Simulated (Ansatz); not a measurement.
The cell is SnSe (started from an entry of an open crystallographic database); cell and atoms were relaxed with r2SCAN+rVV10. It is orthorhombic, Pnma (No. 62); a = 11.579 Å, b = 4.127 Å, c = 4.567 Å in the conventional setting, 27.28 Å³ an atom. Sn has 3 Se at 2.75–2.77 Å; Se has 3 Sn at 2.75–2.77 Å.

```cif
data_structure
_symmetry_space_group_name_H-M 'Pnma'
_symmetry_Int_Tables_number 62
_cell_length_a 11.5795
_cell_length_b 4.1271
_cell_length_c 4.5667
_cell_angle_alpha 90.000
_cell_angle_beta 90.000
_cell_angle_gamma 90.000
_cell_volume 218.24
loop_
_atom_site_label
_atom_site_type_symbol
_atom_site_symmetry_multiplicity
_atom_site_Wyckoff_symbol
_atom_site_fract_x
_atom_site_fract_y
_atom_site_fract_z
_atom_site_occupancy
Sn1 Sn 4 c 0.11879 0.25000 0.11294 1
Se1 Se 4 c 0.35315 0.25000 0.01199 1
```

3 runs of Ansatz on this cell differ in the functional (and in the settings that go with it). Levels are in eV from each run's valence top; v1 is the last filled band, c1 the first empty one.

Run A, mean stress +0.9 GPa (compression positive):
```tsv
point	v5	v3	v1	c1	c2	c3
Γ	-1.95	-1.07	-0.34	1.04	3.07	3.12
X	-2.12	-1.88	-0.52	2.77	2.77	2.87
S	-2.24	-1.16	-1.16	1.76	1.76	1.76
```

Run B, mean stress +2.0 GPa (compression positive):
```tsv
point	v5	v3	v1	c1	c2	c3
Γ	-1.81	-1.03	-0.31	0.83	2.76	2.84
X	-2.01	-1.73	-0.46	2.54	2.54	2.56
S	-2.11	-1.12	-1.12	1.50	1.50	1.50
```

Run C, mean stress +0.4 GPa (compression positive):
```tsv
point	v5	v3	v1	c1	c2	c3
Γ	-2.23	-1.26	-0.48	1.82	3.96	3.96
X	-2.43	-2.13	-0.67	3.66	3.66	3.70
S	-2.56	-1.31	-1.31	2.53	2.53	2.53
```

Q: Match the runs to PBE, r2SCAN, PBE0.

A: A is r2SCAN, B is PBE, C is PBE0. In order of the gap: PBE 0.64, r2SCAN 0.92, PBE0 1.54 eV.

Calculated for a static, non-magnetic cell.

Spin-orbit coupling is left out, which matters wherever the heavy atoms make up the band edges.

The stress of a hybrid is loosely converged in these runs.

The meshes of the hybrids are coarse, so their gaps aren't converged to the digits shown.
